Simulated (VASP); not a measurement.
# Ni in VASP: relaxation of the atoms with LDA

Aim: the relaxation of the atoms of Ni with LDA.

Program: VASP 6.6.1. These are calculated values, not measurements. Logs are shortened: lines on timing, memory, paths and dates and some standing lists are left out, and cuts for length are marked.

## 1. Starting point

The cell holds a slab with vacuum, 8 atoms: a = 3.336 Å, b = 3.336 Å, c = 27.325 Å, α = 90.00°, β = 90.00°, γ = 90.00°.

The cell was built by a generator and needn't be a form met in nature.

## 2. Relaxation of the atoms, LDA, collinear spin, ferromagnetic start

INCAR

```
  PREC = Accurate
  ENCUT = 520
  EDIFF = 1E-7
  ISMEAR = 1
  SIGMA = 0.1
  LREAL = False
  LASPH = True
  NELM = 120
  ALGO = Normal
  ISIF = 2
  LWAVE = False
  LCHARG = False
  ISPIN = 2
  MAGMOM = 0.7 0.7 0.7 0.7 0.7 0.7 0.7 0.7
  LORBIT = 11
  LMAXMIX = 4
  LDIPOL = True
  IDIPOL = 3
  DIPOL = 0.5 0.5 0.500
  IBRION = 2
  NSW = 90
  EDIFFG = -0.02
  KPAR = 2
```

KPOINTS

```
regular mesh
0
Gamma
  10 10 1
```

POSCAR

```
Ni
1.0
    3.3359035100      0.0000000000      0.0000000000
    0.0000000000      3.3359035100      0.0000000000
    0.0000000000      0.0000000000     27.3251892100
Ni
8
Direct
    0.0000000000      0.0000000000      0.4030442400
    0.5000000000      0.5000000000      0.4030442400
    0.5000000000      1.0000000000      0.4676814100
    0.0000000000      0.5000000000      0.4676814100
    0.0000000000      1.0000000000      0.5323185900
    0.5000000000      0.5000000000      0.5323185900
    0.5000000000      1.0000000000      0.5969557600
    0.0000000000      0.5000000000      0.5969557600
```

Potentials or basis: VASP PAW LDA potentials, release 64 (Ni).

Run with:

```sh
> cat potpaw_LDA.64/Ni/POTCAR > POTCAR
> mpirun -np 2 vasp_std > vasp.out
```

OUTCAR:

```text
PREC = Accurate
   ENCUT = 520
   EDIFF = 1E-7
   ISMEAR = 1
   LREAL = False
   LASPH = True
   NELM = 120
   ISIF = 2
   ISPIN = 2
   LORBIT = 11
   IBRION = 2
   NSW = 90
   EDIFFG = -0.02

 ion  position               nearest neighbor table
   1  0.000  0.000  0.403-   2 2.36   2 2.36   2 2.36   2 2.36   4 2.43   4 2.43   3 2.43   3 2.43

   2  0.500  0.500  0.403-   1 2.36   1 2.36   1 2.36   1 2.36   3 2.43   4 2.43   4 2.43   3 2.43

   3  0.500  0.000  0.468-   4 2.36   4 2.36   4 2.36   4 2.36   2 2.43   1 2.43   1 2.43   2 2.43
                             5 2.43   6 2.43   5 2.43   6 2.43
   4  0.000  0.500  0.468-   3 2.36   3 2.36   3 2.36   3 2.36   2 2.43   2 2.43   1 2.43   1 2.43
                             5 2.43   6 2.43   6 2.43   5 2.43
   5  0.000  0.000  0.532-   6 2.36   6 2.36   6 2.36   6 2.36   8 2.43   8 2.43   7 2.43   7 2.43
                             3 2.43   4 2.43   4 2.43   3 2.43
   6  0.500  0.500  0.532-   5 2.36   5 2.36   5 2.36   5 2.36   7 2.43   8 2.43   8 2.43   7 2.43
                             4 2.43   3 2.43   4 2.43   3 2.43
   7  0.500  0.000  0.597-   8 2.36   8 2.36   8 2.36   8 2.36   6 2.43   5 2.43   5 2.43   6 2.43
[... 9 lines left out ...]
 A1 = (   3.3359035100,   0.0000000000,   0.0000000000)
 A2 = (   0.0000000000,   3.3359035100,   0.0000000000)
 A3 = (   0.0000000000,   0.0000000000,  27.3251892100)

Analysis of symmetry for initial positions (statically):
=====================================================================
 Subroutine PRICEL returns following result:

  LATTYP: Found a simple tetragonal cell.
 ALAT       =     2.3588399933
 C/A-ratio  =    11.5841639482
[... 12 lines left out ...]
 Subroutine GETGRP returns: Found 16 space group operations
 (whereof  8 operations were pure point group operations)
 out of a pool of 16 trial point group operations.

The static configuration has the point symmetry C_4v.
 The point group associated with its full space group is D_4h.

Analysis of symmetry for dynamics (positions and initial velocities):
=====================================================================
 Subroutine PRICEL returns following result:

  LATTYP: Found a simple tetragonal cell.
 ALAT       =     2.3588399933
 C/A-ratio  =    11.5841639482
[... 12 lines left out ...]
 Subroutine GETGRP returns: Found 16 space group operations
 (whereof  8 operations were pure point group operations)
 out of a pool of 16 trial point group operations.

The dynamic configuration has the point symmetry C_4v.
 The point group associated with its full space group is D_4h.

Analysis of structural, dynamic, and magnetic symmetry:
=====================================================================
 Subroutine PRICEL returns following result:

  LATTYP: Found a simple tetragonal cell.
 ALAT       =     2.3588399933
 C/A-ratio  =    11.5841639482
[... 12 lines left out ...]
 Subroutine GETGRP returns: Found 16 space group operations
 (whereof  8 operations were pure point group operations)
 out of a pool of 16 trial point group operations.

The overall configuration has the point symmetry C_4v.
 The point group associated with its full space group is D_4h.

 Subroutine INISYM returns: Found 16 space group operations
 (whereof  8 operations are pure point group operations),
 and found     2 'primitive' translations

----------------------------------------------------------------------------------------

                                     Primitive cell

  volume of cell :     152.0408

  direct lattice vectors                    reciprocal lattice vectors
     1.667951755 -1.667951755  0.000000000     0.299768862 -0.299768862  0.000000000
     1.667951755  1.667951755  0.000000000     0.299768862  0.299768862  0.000000000
     0.000000000  0.000000000 27.325189210     0.000000000  0.000000000  0.036596270

  length of vectors
     2.358839993  2.358839993 27.325189210     0.423937191  0.423937191  0.036596270

  position of ions in fractional coordinates (direct lattice)
     0.000000000  0.000000000  0.403044240
     0.500000000  0.500000000  0.467681410
     0.000000000  0.000000000  0.532318590
     0.500000000  0.500000000  0.596955760

  ion indices of the primitive-cell ions
   primitive index   ion index
                 1           1
                 2           3
                 3           5
                 4           7

----------------------------------------------------------------------------------------

 KPOINTS: regular mesh

Automatic generation of k-mesh.
 Grid dimensions read from file:
 generate k-points for:   10   10    1

 Generating k-lattice:

  Cartesian coordinates                     Fractional coordinates (reciprocal lattice)
     0.029976886  0.000000000  0.000000000     0.100000000  0.000000000  0.000000000
     0.000000000  0.029976886  0.000000000     0.000000000  0.100000000  0.000000000
     0.000000000  0.000000000  0.036596270     0.000000000  0.000000000  1.000000000

  Length of vectors
     0.029976886  0.029976886  0.036596270

  Shift w.r.t. Gamma in fractional coordinates (k-lattice)
     0.000000000  0.000000000  0.000000000

 Subroutine IBZKPT returns following result:
 ===========================================

 Found     21 irreducible k-points:

 Following reciprocal coordinates:
            Coordinates               Weight
  0.000000  0.000000  0.000000      1.000000
  0.100000  0.000000  0.000000      4.000000
  0.200000  0.000000  0.000000      4.000000
  0.300000  0.000000  0.000000      4.000000
  0.400000  0.000000  0.000000      4.000000
  0.500000  0.000000  0.000000      2.000000
[... 13 lines left out ...]
  0.500000  0.400000  0.000000      4.000000
  0.500000  0.500000  0.000000      1.000000
   k-points           NKPTS =     21   k-points in BZ     NKDIM =     21   number of bands    NBANDS=     51
   number of dos      NEDOS =    301   number of ions     NIONS =      8
   total plane-waves  NPLWV = 164640
   dimension x,y,z NGX =    28 NGY =   28 NGZ =  210
   dimension x,y,z NGXF=    56 NGYF=   56 NGZF=  420
   ions per type =               8
   NGX,Y,Z   is equivalent  to a cutoff of  13.95, 13.95, 12.78 a.u.
   NGXF,Y,Z  is equivalent  to a cutoff of  27.91, 27.91, 25.55 a.u.
 SYSTEM =  unknown system
   PREC   = accura    normal or accurate (medium, high low for compatibility)
   ISTART =      0    job   : 0-new  1-cont  2-samecut
   ICHARG =      2    charge: 1-file 2-atom 10-const
   ISPIN  =      2    spin polarized calculation?
   LNONCOLLINEAR =      F non collinear calculations
   LSORBIT =      F    spin-orbit coupling
   LASPH  =      T    aspherical Exc in radial PAW
   ENCUT  =  520.0 eV  38.22 Ry    6.18 a.u.   6.20  6.20 50.81*2*pi/ulx,y,z
   NELM   =    120;   NELMIN=  2; NELMDL= -5     # of ELM steps
   EDIFF  = 0.1E-06   stopping-criterion for ELM
   LREAL  =      F    real-space projection
   EDIFFG = -.2E-01   stopping-criterion for IOM
   NSW    =     90    number of steps for IOM
   IBRION =      2    ionic relax: 0-MD 1-quasi-New 2-CG
   NFREE  =      1    steps in history (QN), initial steepest desc. (CG)
   ISIF   =      2    stress and relaxation
   ISYM   =      2    0-nonsym 1-usesym 2-fastsym
   POTIM  = 0.5000    time-step for ionic-motion
   TEBEG  =    0.0;   TEEND  =   0.0 temperature during run
   PSTRESS=    0.0 pullay stress
   NELECT =      80.0000    total number of electrons
   NUPDOWN=      -1.0000    fix difference up-down
   EMIN   =  10.00;   EMAX   =-10.00  energy-range for DOS
   EFERMI =   0.00;   METHOD = LEGACY
   ISMEAR =     1;   SIGMA  =   0.10  broadening in eV -4-tet -1-fermi 0-gaus
   EFERMI_NEDOS =   21; number of points for ismear=-14 and -15
   IALGO  =     38    algorithm
   IMIX   =      4    mixing-type and parameters
     AMIX     =   0.40;   BMIX     =  1.00
     AMIX_MAG =   1.60;   BMIX_MAG =  1.00
  volume/ion in A,a.u.               =      38.01       256.51
  Fermi-wavevector in a.u.,A,eV,Ry     =   1.048998  1.982319 14.971816  1.100397
  Thomas-Fermi vector in A             =   2.183943
   LORBIT       =     11    0 simple, 1 ext, 2 COOP (PROOUT), +10 PAW based schemes
   GGA     = CA    functional components
   LHFCALC =     F    Hartree Fock is set to
   AEXX    =    0.0000 exact exchange contribution
   IVDW    =     0    specifies the selected vdW correction
   LEPSILON=     F    determine dielectric tensor
   LRPA    =     F    only Hartree local field effects (RPA)
 conjugate gradient relaxation of ions
 spin polarized calculation
 Methfessel and Paxton  Order N= 1 SIGMA  =   0.10
  energy-cutoff  :      520.00
  volume of cell :      304.08
 maximum number of plane-waves:      8248
 NGX is ok and might be reduce to    28
   NGX = 13   NGY = 13   NGZ =101

--------------------------------------- Ionic step        1  -------------------------------------------

 number of electron      80.0000017 magnetization       4.5153270

 Free energy of the ion-electron system (eV)
  ---------------------------------------------------
  ext. energy  EPLUGINS =         0.00000000
  ---------------------------------------------------
  free energy    TOTEN  =       -48.50225274 eV

  energy without entropy =      -48.49588993  energy(sigma->0) =      -48.50013180

------------------------ aborting loop because EDIFF is reached ----------------------------------------

  FORCE on cell =-STRESS in cart. coord.  units (eV):
  Direction    XX          YY          ZZ          XY          YZ          ZX
  --------------------------------------------------------------------------------------
  -------------------------------------------------------------------------------------
  Total       -1.4226389     -1.4226389     -2.4362922      0.0000000      0.0000000      0.0000000
  in kB       -7.4957506     -7.4957506    -12.8365944      0.0000000      0.0000000      0.0000000
  external PRESSURE =      -9.2760319 kB  Pullay stress =       0.0000000 kB
[... 191 lines left out ...]
  FREE ENERGIE OF THE ION-ELECTRON SYSTEM (eV)
  ---------------------------------------------------
  free  energy   TOTEN  =       -48.5410276696 eV

  energy  without entropy=      -48.5353451376  energy(sigma->0) =      -48.53913349

 dipolmoment           0.000000      0.000000      0.000000 electrons x Angstroem

--------------------------------------- Ionic step        6  -------------------------------------------

 number of electron      80.0000044 magnetization       4.4542898

 dipolmoment           0.000000      0.000000     -0.000000 electrons x Angstroem

 Free energy of the ion-electron system (eV)
  ---------------------------------------------------
  ext. energy  EPLUGINS =         0.00000000
  ---------------------------------------------------
  free energy    TOTEN  =       -48.54135051 eV

  energy without entropy =      -48.53594188  energy(sigma->0) =      -48.53954763

 E-fermi :  -1.2062     XC(G=0):  -4.4341

 val. band max:       -1.2063823615   @ k =   0.4000   0.4000   0.0000
 cond. band min:      -1.2020487426   @ k =   0.5000   0.4000   0.0000
 fundamental gap:      0.0043336189
 Fermi energy:        -1.2062380119

 spin component 1

 k-point     1 :       0.0000    0.0000    0.0000
  band No.  band energies     occupation
      1     -10.3163      1.00000
      2      -8.5731      1.00000
      3      -6.6206      1.00000
      4      -6.3351      1.00000
      5      -6.1578      1.00000
      6      -6.1578      1.00000
[... 1123 lines left out ...]
     50       4.1653      0.00000
     51       4.1653      0.00000
 Fermi energy:        -1.2062380119

 spin component 2

 k-point     1 :       0.0000    0.0000    0.0000
  band No.  band energies     occupation
      1     -10.2746      1.00000
      2      -8.5216      1.00000
      3      -6.4889      1.00000
      4      -6.0558      1.00000
      5      -5.8225      1.00000
      6      -5.8225      1.00000
[... 1123 lines left out ...]
     50       4.3439      0.00000
     51       4.3439      0.00000

------------------------ aborting loop because EDIFF is reached ----------------------------------------

 vacuum level on the upper side and lower side of the slab       (xc-potential included)        -0.039        -0.039

  FORCE on cell =-STRESS in cart. coord.  units (eV):
  Direction    XX          YY          ZZ          XY          YZ          ZX
  --------------------------------------------------------------------------------------
  -------------------------------------------------------------------------------------
  Total        0.1538592      0.1538592      0.0220582      0.0000000     -0.0000000      0.0000000
  in kB        0.8106697      0.8106697      0.1162223      0.0000000     -0.0000000      0.0000000
  external PRESSURE =       0.5791872 kB  Pullay stress =       0.0000000 kB
[... 23 lines left out ...]
  FREE ENERGIE OF THE ION-ELECTRON SYSTEM (eV)
  ---------------------------------------------------
  free  energy   TOTEN  =       -48.5413505052 eV

  energy  without entropy=      -48.5359418770  energy(sigma->0) =      -48.53954763

 reached required accuracy - stopping structural energy minimisation

 vacuum level on the upper side and lower side of the slab         4.129         4.129

 total charge

# of ion       s       p       d       tot
------------------------------------------
    1        0.520   0.429   8.380   9.329
    2        0.520   0.429   8.380   9.329
    3        0.547   0.602   8.390   9.539
    4        0.547   0.602   8.390   9.539
    5        0.547   0.602   8.390   9.539
    6        0.547   0.602   8.390   9.539
    7        0.520   0.429   8.380   9.329
    8        0.520   0.429   8.380   9.329
--------------------------------------------------
tot          4.271   4.126  67.078  75.475

 magnetization (x)

# of ion       s       p       d       tot
------------------------------------------
    1       -0.004  -0.018   0.596   0.573
    2       -0.004  -0.018   0.596   0.573
    3       -0.007  -0.020   0.577   0.551
    4       -0.007  -0.020   0.577   0.551
    5       -0.007  -0.020   0.577   0.551
    6       -0.007  -0.020   0.577   0.551
    7       -0.004  -0.018   0.596   0.573
    8       -0.004  -0.018   0.596   0.573
--------------------------------------------------
tot         -0.045  -0.150   4.691   4.496
```

It took 29 min on 2 MPI ranks of Intel Xeon 6975P-C (Granite Rapids), shared host; peak memory 0.64 GiB.

Results:

- Free energy: -48.5414 eV
- Energy gained by relaxing: 4.9 meV/atom
- Ionic steps: 6
- Largest force after relaxing: 0.012 eV/Å
- Band gap on the k mesh: none (metal or under the smearing width)
- Net moment: 4.45 μB per cell
- Site moments: Ni +0.57, +0.55 μB
- Valence electrons inside the program's atomic spheres: Ni 9.33, 9.54

Forces on the atoms (eV/Å):
```
Ni   0.000  0.000 -0.008
Ni   0.000  0.000 -0.008
Ni   0.000  0.000  0.012
Ni   0.000  0.000  0.012
Ni   0.000  0.000 -0.012
Ni   0.000  0.000 -0.012
Ni   0.000  0.000  0.008
Ni   0.000  0.000  0.008
```

Step by step:
| step | energy change (eV) | largest force (eV/Å) | pressure (GPa) |
| --- | --- | --- | --- |
| 1 | 0.0000 | 0.3429 | -0.93 |
| 2 | -0.0282 | 0.1604 | -0.60 |
| 3 | -0.0298 | 0.1014 | -0.49 |
| 4 | -0.0336 | 0.0819 | -0.36 |
| 5 | -0.0388 | 0.0301 | -0.05 |
| 6 | -0.0391 | 0.0121 | 0.06 |

Final structure:
```xyz
8
Lattice="3.3359 0.0000 0.0000 0.0000 3.3359 0.0000 0.0000 0.0000 27.3252" Properties=species:S:1:pos:R:3 pbc="T T T"
Ni    0.0000    0.0000   11.0642
Ni    1.6680    1.6680   11.0642
Ni    1.6680    3.3359   12.7739
Ni    3.3359    1.6680   12.7739
Ni    0.0000    0.0000   14.5512
Ni    1.6680    1.6680   14.5512
Ni    1.6680    3.3359   16.2610
Ni    3.3359    1.6680   16.2610
```

Levels at points of the mesh, in eV from the Fermi level:
Spin up:
| k point | band 39 | band 40 | band 41 | band 42 | band 43 | band 44 | band 45 | band 46 |
| --- | --- | --- | --- | --- | --- | --- | --- | --- |
| (0.00, 0.00, 0.00) | -0.32 | -0.13 | -0.13 | -0.08 | 0.16 | 0.16 | 1.41 | 4.11 |
| (0.50, 0.00, 0.00) | -0.81 | -0.81 | -0.44 | -0.44 | 0.02 | 0.02 | 1.69 | 1.69 |
| (0.50, 0.50, 0.00) | -0.48 | -0.48 | 0.75 | 0.75 | 0.75 | 0.75 | 1.45 | 1.45 |
Spin down:
| k point | band 35 | band 36 | band 37 | band 38 | band 39 | band 40 | band 41 | band 42 |
| --- | --- | --- | --- | --- | --- | --- | --- | --- |
| (0.00, 0.00, 0.00) | 0.04 | 0.04 | 0.19 | 0.26 | 0.33 | 0.33 | 0.52 | 0.52 |
| (0.50, 0.00, 0.00) | -0.71 | -0.71 | -0.31 | -0.31 | -0.29 | -0.29 | 0.20 | 0.20 |
| (0.50, 0.50, 0.00) | -0.22 | -0.22 | 0.14 | 0.14 | 0.14 | 0.14 | 1.01 | 1.01 |
